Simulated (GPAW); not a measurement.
A run of GPAW 26.7.0 is set up as follows.

Contents of run.py:

```python
from ase import Atoms
from ase.dft.bandgap import bandgap
from ase.io import write
from gpaw import GPAW, PW

atoms = Atoms(['Ba', 'Ti', 'O', 'O', 'O'],
              cell=[[2.8273666084, 1.6323808724, 2.3183934932],
                    [-2.8273666084, 1.6323808724, 2.3183934932],
                    [0.0, -3.2647617449, 2.3183934932]],
              scaled_positions=[[0.0, 0.0, 0.0],
                                [0.4845, 0.4845, 0.4845],
                                [0.5086, 0.0175, 0.5086],
                                [0.0175, 0.5086, 0.5086],
                                [0.5086, 0.5086, 0.0175]],
              pbc=True)

calc = GPAW(mode=PW(800),
            xc='TB09',
            kpts={'size': (6, 6, 6), 'gamma': True},
            occupations={'name': 'fermi-dirac', 'width': 0.05},
            nbands=36,
            convergence={'density': 1e-05, 'energy': 1e-05},
            eigensolver='cg',
            maxiter=150,
            txt='gpaw.txt')
atoms.calc = calc
energy = atoms.get_potential_energy()
calc.write('gs.gpw')
write('result.traj', atoms)
print('Fermi level:', round(calc.get_fermi_level(), 4), 'eV')
print(f'Gap: {bandgap(calc)[0]:.4f} eV, direct: {bandgap(calc, direct=True)[0]:.4f} eV')
```

Potentials or basis: GPAW PAW data sets for LDA (gpaw-data 1.2.1), pw.

Launch:

```bash
$ OMP_NUM_THREADS=1 python run.py
```

Task: What does it give for the band gap on the k mesh?

Result: 3.15 eV, indirect (least direct gap 3.57 eV).

Caveat: a model potential gives levels but no total energy; spin-orbit coupling is left out, which moves the levels of the heavy elements. A k mesh can miss the band edges.
